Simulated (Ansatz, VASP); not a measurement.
## NaHF2: VASP beside Ansatz

```
Na H F
1.0
     1.73909    1.00406    4.60018
    -1.73909    1.00406    4.60018
     0.00000   -2.00813    4.60018
Na H F
1 1 2
Direct
  0.00000 0.00000 0.00000
  0.50000 0.50000 0.50000
  0.41716 0.41716 0.41716
  0.58284 0.58284 0.58284
```

Change from the starting cell: z stretched by +0.5 %, x and y held.

Alike in both runs: functional PBEsol; k mesh 8 × 8 × 8; no spin polarisation.

Ansatz relaxed the structure, and its values are those at the end. VASP's run is a single point on that final structure, the one shown.

|  | VASP | Ansatz |
| --- | --- | --- |
| version | VASP 6.6.1 | Ansatz 0.2.0 |
| potentials or method | VASP PAW PBE potentials, release 64 (Na_pv, H, F), cutoff 520 eV | all-electron LAPW, scalar-relativistic |
| occupations | gaussian, width 0.01 eV | fixed |

Ansatz gave:

```
gap on the k mesh at the Fermi level (eV) : 6.88
pressure (GPa)                            : -0.2
rms of the force components (eV/Å)        : 0.000
```

Q: Estimate VASP's values.

A: gap on the k mesh at the Fermi level (eV): 6.86; pressure (GPa): -0.3; rms of the force components (eV/Å): 0.023.

Ansatz ran all-electron here, so the differences hold the error of VASP's frozen core and of both bases.

Caveats: the PAW data sets were made with another functional, which shifts forces and pressure a little (VASP). A k mesh can miss the band edges.
